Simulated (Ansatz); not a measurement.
## Relaxation path: CoSi (CsCl type)

DFT, PBE, PAW with Ansatz's default frozen-core files, scalar-relativistic (Ansatz 0.2.0); a Γ-centred 14×14×14 k mesh, Fermi–Dirac smearing of 0.1 eV, spin-polarised from start moments Co1 1.7 μB. The run relaxes cell and atoms at a target pressure of 15 GPa.

Command: `ansatz run input.yaml --threads 2 --pin off --max-ram 7168MiB --backend cpu --events-out ev --progress --plain --runs-dir out` It took 21 s on 2 threads of Arm Neoverse V1 (shared host), peak memory 0.36 GiB.

PAW: frozen-core files, cutoff 420 eV; forces are relaxed below 0.005 eV/Å.

Each step lists its enthalpy F + pV a cell above the last geometry, the pressure, the cell vectors (Å), and Cartesian positions (Å) with forces (eV/Å).

The first step:

```
step 1  dH = 118.30 meV  P = -4.34 GPa
  cell 2.8053 0.0000 0.0000  0.0000 2.8053 0.0000  0.0000 0.0000 2.8053
  Co 0.0000 0.0000 0.0000   0.0000 0.0000 0.0000
  Si 1.4027 1.4027 1.4027   0.0000 0.0000 0.0000
```

The magnetic state is the one reached from the start moments; other orders weren't searched.

**Question.** Where does the relaxation end, and by which steps?

**Answer.** After 5 geometries, with conventional a, b, c = 2.726, 2.726, 2.726 Å, at 10.134 Å³/atom (-8.20 % against the start) in space group Pm-3m, with a shortest distance of 2.361 Å and a cell moment of 0.46 μB. The further steps:
```
step 2  dH = 18.58 meV  P = 6.72 GPa
  cell 2.7568 0.0000 0.0000  0.0000 2.7568 0.0000  0.0000 0.0000 2.7568
  Co 0.0000 0.0000 0.0000   0.0000 0.0000 0.0000
  Si 1.3784 1.3784 1.3784   0.0000 0.0000 0.0000
step 3  dH = 0.27 meV  P = 16.18 GPa
  cell 2.7225 0.0000 0.0000  0.0000 2.7225 0.0000  0.0000 0.0000 2.7225
  Co 0.0000 0.0000 0.0000   0.0000 0.0000 0.0000
  Si 1.3613 1.3613 1.3613   0.0000 0.0000 0.0000
step 4  dH = 0.00 meV  P = 14.94 GPa
  cell 2.7267 0.0000 0.0000  0.0000 2.7267 0.0000  0.0000 0.0000 2.7267
  Co 0.0000 0.0000 0.0000   0.0000 0.0000 0.0000
  Si 1.3633 1.3633 1.3633   0.0000 0.0000 0.0000
step 5  dH = 0.00 meV  P = 15.00 GPa
  cell 2.7265 0.0000 0.0000  0.0000 2.7265 0.0000  0.0000 0.0000 2.7265
  Co 0.0000 0.0000 0.0000   0.0000 0.0000 0.0000
  Si 1.3632 1.3632 1.3632   0.0000 0.0000 0.0000
step 6  dH = 0.90 meV  P = 14.98 GPa  (same geometry on a basis chosen anew; earlier energies don't compare to the last digit)
  cell 2.7265 0.0000 0.0000  0.0000 2.7265 0.0000  0.0000 0.0000 2.7265
  Co 0.0000 0.0000 0.0000   0.0000 0.0000 0.0000
  Si 1.3632 1.3632 1.3632   0.0000 0.0000 0.0000
```
